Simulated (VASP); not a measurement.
Crystal: Mg3Sb2.

```
CELL_PARAMETERS angstrom
4.58200 0.00000 0.00000
-2.29100 3.96813 0.00000
0.00000 0.00000 7.24400
ATOMIC_POSITIONS crystal
Mg 0.33333 0.66667 0.63000
Mg 0.66667 0.33333 0.37000
Mg 0.00000 0.00000 0.00000
Sb 0.33333 0.66667 0.23500
Sb 0.66667 0.33333 0.76500
```

```yaml
Program: VASP 6.6.1
Task: relaxation of cell and atoms
Functional: PBEsol
Potentials_or_basis: VASP PAW PBE potentials, release 64 (Mg, Sb)
Cutoff: 600 eV
k_mesh: 9 × 9 × 5
Occupations: gaussian, width 0.03 eV
Spin: no spin polarisation
```

At the start: pressure -0.4 GPa; volume 26.34 Å³/atom.

**Question.** How do energy, volume and symmetry change on relaxing?

**Answer.** Over 6 steps the energy falls by 8.7 meV/atom and the volume is 25.78 Å³/atom (-2.1 %); space group P-3m1 (No. 164, to 0.05 Å).

Step by step:
| step | energy change (eV) | largest force (eV/Å) | pressure (GPa) | volume (Å³) |
| --- | --- | --- | --- | --- |
| 1 | 0.0000 | 0.4752 | -0.37 | 131.71 |
| 2 | -0.0233 | 0.3305 | -0.14 | 130.54 |
| 3 | -0.0358 | 0.1138 | 0.31 | 128.71 |
| 4 | -0.0423 | 0.0317 | -0.09 | 129.45 |
| 5 | -0.0427 | 0.0279 | -0.21 | 129.68 |
| 6 | -0.0437 | 0.0078 | 0.06 | 128.91 |

Final structure:
```yaml
crystal:
  lattice:
    - [4.55240, 0.00000, 0.00000]
    - [-2.27620, 3.94250, 0.00000]
    - [0.00000, 0.00000, 7.18246]
  atoms:
    - { symbol: Mg, position: [0.33333, 0.66667, 0.63261] }
    - { symbol: Mg, position: [0.66667, 0.33333, 0.36739] }
    - { symbol: Mg, position: [0.00000, 0.00000, 0.00000] }
    - { symbol: Sb, position: [0.33333, 0.66667, 0.22362] }
    - { symbol: Sb, position: [0.66667, 0.33333, 0.77638] }
```

Caveat: the PAW data sets were made with another functional, which shifts forces and pressure a little.
